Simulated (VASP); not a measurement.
CdF2:

```
Cd F
1.0
     0.00000    2.69400    2.69400
     2.69400    0.00000    2.69400
     2.69400    2.69400    0.00000
Cd F
1 2
Direct
  0.00000 0.00000 0.00000
  0.75000 0.75000 0.75000
  0.25000 0.25000 0.25000
```

| Quantity | Value |
| --- | --- |
| Program | VASP 6.6.1 |
| Task | relaxation of cell and atoms |
| Functional | PBE |
| Potentials or basis | VASP PAW PBE potentials, release 64 (Cd, F) |
| Cutoff | 600 eV |
| k mesh | 8 × 8 × 8 |
| Occupations | gaussian, width 0.02 eV |
| Spin | no spin polarisation |

At the start: pressure 6.0 GPa; volume 13.03 Å³/atom.

Task: Where does the relaxation end?

Result: Over 3 steps the energy falls by 13.4 meV/atom and the volume is 13.79 Å³/atom (+5.8 %); space group Fm-3m (No. 225, to 0.05 Å).

Step by step:
```tsv
step	energy change (eV)	largest force (eV/Å)	pressure (GPa)	volume (Å³)
1	0.0000	0.0000	6.01	39.10
2	-0.0379	0.0000	-1.24	41.94
3	-0.0401	0.0000	0.01	41.36
```

Final structure:
```yaml
crystal:
  lattice:
    - [0.00000, 2.74481, 2.74481]
    - [2.74481, 0.00000, 2.74481]
    - [2.74481, 2.74481, 0.00000]
  atoms:
    - { symbol: Cd, position: [0.00000, 0.00000, 0.00000] }
    - { symbol: F, position: [0.75000, 0.75000, 0.75000] }
    - { symbol: F, position: [0.25000, 0.25000, 0.25000] }
```
